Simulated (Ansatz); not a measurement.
An Ansatz input and the part of its output that reports the observables at the nuclei.

The cell is a Materials Project structure (computed, not necessarily an observed phase), taken as it stands.

```yaml
crystal:
  lattice:
    - [5.14134738, 0.0, 0.0]
    - [0.0, 5.25900202, 0.0]
    - [0.0, 0.0, 10.09373135]
  atoms:
    - { symbol: Hf, position: [0.95931184, 0.34269293, 0.13811216] }
    - { symbol: Hf, position: [0.54068816, 0.84269293, 0.13811216] }
    - { symbol: Hf, position: [0.45931184, 0.34269293, 0.36188784] }
    - { symbol: Hf, position: [0.04068816, 0.84269293, 0.36188784] }
    - { symbol: Hf, position: [0.95931184, 0.15730707, 0.63811216] }
    - { symbol: Hf, position: [0.54068816, 0.65730707, 0.63811216] }
    - { symbol: Hf, position: [0.45931184, 0.15730707, 0.86188784] }
    - { symbol: Hf, position: [0.04068816, 0.65730707, 0.86188784] }
    - { symbol: O, position: [0.83141708, 0.66708938, 0.03364634] }
    - { symbol: O, position: [0.66858292, 0.16708938, 0.03364634] }
    - { symbol: O, position: [0.24759954, 0.08750211, 0.22371351] }
    - { symbol: O, position: [0.25240046, 0.58750211, 0.22371351] }
    - { symbol: O, position: [0.74759954, 0.08750211, 0.27628649] }
    - { symbol: O, position: [0.75240046, 0.58750211, 0.27628649] }
    - { symbol: O, position: [0.16858292, 0.16708938, 0.46635366] }
    - { symbol: O, position: [0.33141708, 0.66708938, 0.46635366] }
    - { symbol: O, position: [0.66858292, 0.33291062, 0.53364634] }
    - { symbol: O, position: [0.83141708, 0.83291062, 0.53364634] }
    - { symbol: O, position: [0.24759954, 0.41249789, 0.72371351] }
    - { symbol: O, position: [0.25240046, 0.91249789, 0.72371351] }
    - { symbol: O, position: [0.74759954, 0.41249789, 0.77628649] }
    - { symbol: O, position: [0.75240046, 0.91249789, 0.77628649] }
    - { symbol: O, position: [0.16858292, 0.33291062, 0.96635366] }
    - { symbol: O, position: [0.33141708, 0.83291062, 0.96635366] }
kpoints:
  mp_grid: { grid: [5, 4, 3] }
scf:
  occupations: { method: fermi_dirac, width: 0.02 }
hamiltonian:
  xc: pbe
  pseudopotentials: { kind: paw, frozen_core: stored }
output:
  forces: true
  stress: true
  populations: true
  efg: { quadrupole_moments_barn: { Hf: 3.365, O: -0.02558 } }
```

```sh
ansatz run input.yaml --threads 1 --pin off --max-ram 3072MiB --backend cpu --events-out ev --progress --plain --runs-dir out
```

Of the output, the block on the nuclei alone is shown; the set-up, the SCF iterations, energies, forces and stress are cut. One atom of each set with nearly equal values is shown.

```
--- PAW observables at the nuclei: V_zz in 10²¹ V/m², potentials from the cell's mean, atoms counted from 1 ---
  atom   1  Hf V_zz =   +11.375716   η = 0.1642   by run symmetry: allowed   C_q = +925.5890 MHz
            electrostatic potential = -14179.868073 V   contact ρ = none
  atom   9  O  V_zz =    -1.322403   η = 0.8471   by run symmetry: allowed   C_q = +0.8179 MHz
            electrostatic potential = -630.816018 V   contact ρ = none
  atom  11  O  V_zz =    +1.498967   η = 0.2957   by run symmetry: allowed   C_q = -0.9271 MHz
            electrostatic potential = -630.275237 V   contact ρ = none
```

Hardware: 1 thread of Intel Xeon 6975P-C (Granite Rapids) (x86_64; 16 cores open to the job, memory cap 3.0 GiB, no GPU), a shared host with a load of 0.1 a core. Wall time 35 s, CPU time 35 s, peak memory 1 GiB.

At this cell the PBE pressure is 9 GPa, so with PBE the cell would grow if it were relaxed. The entry's cell may itself be off. Without spin–orbit coupling the gradients at and beside Hf can be off by some per cent, at some sites by more.
